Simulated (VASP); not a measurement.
H26C10O3: single point with PBE

The system is H26C10O3.

```xyz
39
Lattice="7.6631 0.0000 0.0000 0.0000 7.6631 0.0000 0.0000 0.0000 7.6631" Properties=species:S:1:pos:R:3 pbc="T T T"
O     1.1992    0.4502    4.7915
O     3.0794    3.6711   -0.1015
O     3.5032    5.8550    5.9058
H     0.3049    0.4727    5.1872
H     1.1831    1.2450    4.1465
H     2.4553    3.0268   -0.4780
H     3.2760    4.4279   -0.7611
H     2.5714    5.8662    5.5408
H     4.1032    5.6191    5.1675
H     0.6766    6.0169    4.4128
H     0.0808    4.9711    5.6944
H     1.7299    4.0024    3.1462
H     1.0889    3.1528    4.6409
H     5.6076    2.8138    1.7898
H     4.9373    1.0892    1.7005
H     5.8612    2.3796    4.5630
H     4.9980    0.7988    4.1195
H     0.6686   -0.4951    0.8180
H     1.8894   -0.5695    2.1890
H     2.4743    0.1385   -0.8125
H     3.7026   -0.1458    0.3649
H     6.1783    6.2716    3.5846
H     5.7963    4.4836    3.5098
H     4.2857    6.9262    2.4828
H     3.7358    5.1654    2.1536
H     6.9971    2.7213    7.6451
H     5.5182    2.7794    6.3494
H     6.8466    0.2862    7.5906
H     5.5686    0.3200    6.3410
C     0.5740    5.0388    4.7347
C     1.2032    4.0883    4.0816
C     5.3945    1.8879    2.3835
C     5.4196    1.7580    3.7520
C     1.6907   -0.3528    1.1810
C     2.6531   -0.0775    0.3078
C     5.5390    5.4666    3.2809
C     4.4593    5.8514    2.5807
C     6.2355    2.2487    6.9316
C     6.2201    0.9318    6.9202
```

The cell was built by a generator and needn't be a form met in nature.

```json
{"Program": "VASP 6.6.1", "Task": "single point", "Functional": "PBE", "Potentials or basis": "VASP PAW PBE potentials, release 64 (O, H, C)", "Cutoff": "520 eV", "k mesh": "1 × 1 × 1", "Occupations": "fermi-dirac, width 0.05 eV", "Spin": "no spin polarisation", "Dipole correction": "no", "Further INCAR settings": "LREAL = Auto; ALGO = Fast; EDIFF = 1e-06; NBANDS = 67"}
```

- Pressure: 0.5 GPa
- Largest force: 3.143 eV/Å
- Band gap on the k mesh: 4.57 eV, direct

Forces on the atoms (eV/Å):
```
O   -0.112  1.519 -1.292
O    0.420  0.700 -0.259
O   -0.535 -0.230 -0.145
H    0.055  0.181  0.039
H    0.045 -1.522  1.209
H    0.170  0.293 -0.240
H   -0.562 -1.020  0.635
H    1.172 -0.011  0.080
H   -0.375  0.084 -0.219
H   -0.111  2.329 -0.911
H   -0.125 -0.651  0.250
H    0.176  0.680 -0.357
H    0.313 -0.654 -0.396
H    0.209 -0.620  0.795
H    0.591  0.953  1.165
H   -0.339  0.033 -1.096
H    0.270  0.407  0.050
H    0.022  0.366  0.286
H    0.204 -0.404  1.484
H   -0.475 -0.263  1.672
H    1.315  0.110  1.135
H    0.632  0.205  0.447
H    0.449 -1.670  0.180
H   -0.102 -0.158 -0.224
H   -0.139 -0.126 -0.132
H   -1.215 -0.081 -1.192
H   -0.331  0.876 -0.144
H   -0.200  0.857 -0.483
H   -0.867 -0.231 -0.666
C    0.445  0.295  0.237
C   -0.579 -2.234  1.233
C   -0.755  0.234  0.545
C   -0.102 -0.920 -1.591
C   -0.118  0.021 -1.516
C   -1.215  0.417 -2.868
C   -1.277  1.786 -0.949
C    0.401 -0.121  0.634
C    1.758  0.382  1.561
C    0.887 -1.814  1.043
```

Stress tensor (GPa, compression positive):
```
 0.68 -0.77  0.20
-0.77  2.24 -0.05
 0.20 -0.05 -1.33
```

Levels at points of the mesh, in eV from the valence-band top:
```csv
k point,band 38,band 39,band 40,band 41,band 42,band 43,band 44,band 45,band 46,band 47
"(0.00, 0.00, 0.00)",-0.87,-0.63,-0.38,-0.20,0.00,4.57,4.71,4.73,4.96,5.23
```

Run time: 39 s on 1 thread of Intel(R) Xeon(R) 6975P-C (Granite Rapids), with other jobs on the host, peak memory 0.48 GiB.

A hybrid or GW would open this gap; PBE tends to underestimate it.
